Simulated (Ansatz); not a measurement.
# SiO2: what each run costs

Cell: 15 atoms, space group I-4m2, a = 7.915 Å, b = 7.915 Å, c = 7.915 Å, α = 125.94°, β = 125.94°, γ = 79.99°.

All runs are DFT with Ansatz 0.2.0 on 1 thread of AMD EPYC 9R45 (Zen 5) (x86_64; 16 cores open to the job, memory cap 3.0 GiB, no GPU), a shared host.

Problem. Rank the runs by wall time, shortest first.
A. single point, PBE, gradients read without the response of the cores, 420 eV, 4×4×4 k-points, smearing 0.02 eV
B. single point, HSE06, gradients read without the response of the cores, 420 eV, 3×3×3 k-points, smearing 0.02 eV
C. single point, r2SCAN, gradients read without the response of the cores, 500 eV, 4×4×4 k-points, smearing 0.02 eV

Solution. A (7 s, 0.59 GiB), C (15 s, 1.4 GiB), B (84 s, 2.8 GiB).
